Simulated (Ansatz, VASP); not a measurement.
## Ni in VASP and in Ansatz

File INCAR:

```
PREC = Accurate
ENCUT = 520
EDIFF = 1E-6
ISMEAR = -1
SIGMA = 0.1
LREAL = F
LASPH = T
NELM = 100
ALGO = Normal
ISIF = 2
LWAVE = F
LCHARG = T
GGA = CA
LELF = T
LVHAR = T
NBANDS = 17
```

The input KPOINTS:

```
Automatic mesh
0
Gamma
  12 12 12
```

File POSCAR:

```
Ni
1.0
    0.0000000000      2.5631756424      2.5631756424
    2.5631756424      0.0000000000      2.5631756424
    2.5631756424      2.5631756424      0.0000000000
Ni
2
Direct
    0.1250000000      0.1250000000      0.1250000000
    0.8750000000      0.8750000000      0.8750000000
```

Input for Ansatz:

```yaml
crystal:
  lattice:
    - [0.0, 2.5631756424, 2.5631756424]
    - [2.5631756424, 0.0, 2.5631756424]
    - [2.5631756424, 2.5631756424, 0.0]
  atoms:
    - { symbol: Ni, position: [0.125, 0.125, 0.125] }
    - { symbol: Ni, position: [0.875, 0.875, 0.875] }
hamiltonian:
  xc: lda
  pseudopotentials:
    kind: paw
    azcp:
      Ni: "pseudopotentials/Ni.paw.azcp"
basis:
  ecutwfc: 420
  fft_grid_basis: typed
kpoints:
  mp_grid: { grid: [12, 12, 12], shift: [0, 0, 0] }
magnetization:
  spin_polarized: false
scf:
  occupations: { method: fermi_dirac, width: 0.1 }
  lower_state_search: "off"
output:
  stress: true
```

Alike in both runs: task single point; functional LDA; k mesh 12 × 12 × 12; occupations fermi-dirac, width 0.1 eV; no spin polarisation.

|  | VASP | Ansatz |
| --- | --- | --- |
| version | VASP 6.6.1 | Ansatz 0.2.0 |
| potentials or method | VASP PAW LDA potentials, release 64 (Ni) | plane waves (420 eV) with PAW, scalar-relativistic |
| plane-wave cutoff (eV) | 520 | 420 |
| valence electrons in the cell | 20 | 36 |

|  | VASP | Ansatz | Ansatz less VASP |
| --- | --- | --- | --- |
| pressure (GPa) | -10.4 | -10.4 | -0.08 |

The two sets of potentials don't hold the same shells in valence. Ansatz warned: «pseudo_functional_mismatch».

Caveats: the run has no spin polarisation, though such a crystal can be magnetic. Spin polarisation is off, so any magnetic state and its effect on volume and gap are missing.
